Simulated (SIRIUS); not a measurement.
Crystal: PtS2.

```
CELL_PARAMETERS angstrom
3.54320 0.00000 0.00000
-1.77160 3.06850 0.00000
0.00000 0.00000 5.03880
ATOMIC_POSITIONS crystal
Pt 0.00000 0.00000 0.00000
S 0.66667 0.33333 0.77300
S 0.33333 0.66667 0.22700
```

```yaml
Program: SIRIUS 7.10.0
Task: single point
Functional: PBEsol
Potentials_or_basis: PseudoDojo 0.4.1 PBEsol standard (scalar relativistic)
Cutoff: 1152 eV
Density_cutoff: 4606 eV
k_mesh: 9 × 9 × 5
Occupations: fermi-dirac, width 0.05 eV
Spin: no spin polarisation
```

On this cell: pressure 6.2 GPa; largest force 0.938 eV/Å; band gap on the k mesh 0.95 eV.

The same run follows on a disturbed copy (atoms moved at random, drawn with an rms of 0.05 Å):

```xyz
3
Lattice="3.5432 0.0000 0.0000 -1.7716 3.0685 0.0000 0.0000 0.0000 5.0388" Properties=species:S:1:pos:R:3 pbc="T T T"
Pt    0.0095   -0.0200    0.0506
S     1.7774    1.0159    3.8884
S    -0.0024    2.0604    1.1809
```

What changes?

The energy moves by -4.5 meV/atom; pressure 4.4 GPa; largest force 1.089 eV/Å; band gap on the k mesh 0.82 eV.

Forces on the atoms (eV/Å):
```
Pt  -0.162  0.462 -0.725
S    0.020 -0.087 -0.288
S    0.142 -0.375  1.012
```

Stress tensor (GPa, compression positive):
```
 5.27 -0.23  0.38
-0.23  4.17 -0.87
 0.38 -0.87  3.86
```

Caveats: spin-orbit coupling is left out, which moves the levels of the heavy elements; an odd mesh through Γ misses points on the zone boundary, where band edges often lie.
